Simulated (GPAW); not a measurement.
Runs of GPAW 26.7.0 on AlN. It takes space group F-43m (No. 216, cubic). The conventional cell has a = 4.368 Å, b = 4.368 Å, c = 4.368 Å, α = 90.00°, β = 90.00°, γ = 90.00°. Around Al (site symmetry -43m) lie 4 N at 1.89 Å. N (site symmetry -43m) has 4 Al at 1.89 Å as nearest neighbours. Measurements of this composition are mostly on another form, of space group No. 186.

```tsv
task	level	potentials or basis	band path	band points	older calculator (legacy_gpaw)	gap on the mesh (eV)	V0 of scaled cells (Å³/atom)	B0 (GPa)
band structure	C09-vdW	GPAW PAW data sets (gpaw-data 1.2.1), pw	GXWKGLUWLK,UX	80	-	(b)	-	-
band structure	PBEsol	PAW data sets generated in the run's folder for this functional, pw	GXWKGLUWLK,UX	60	-	3.18	-	-
equation of state	optB88-vdW	GPAW PAW data sets (gpaw-data 1.2.1), pw	-	-	yes	-	(a)	196
single point	TB-mBJ	GPAW PAW data sets for LDA (gpaw-data 1.2.1), pw	-	-	-	4.97	-	-
equation of state	revPBE+D4	the program's PAW data sets (release 1.2.1) made for this functional, pw	-	-	-	-	10.36	204
```

Alike in all rows: no spin polarisation; cell as given; k mesh 10 × 10 × 10; cutoff (eV) 800; smearing fermi-dirac 0.05 eV.

**Question.** Fill in the values left out.

**Answer.** (a) 10.72; (b) 3.28.

Caveats: the PAW data sets were made with another functional, which shifts forces and pressure a little (some runs); a model potential gives levels but no total energy (some runs).

A k mesh can miss the band edges.

Runs at the PBE level aren't shown here.
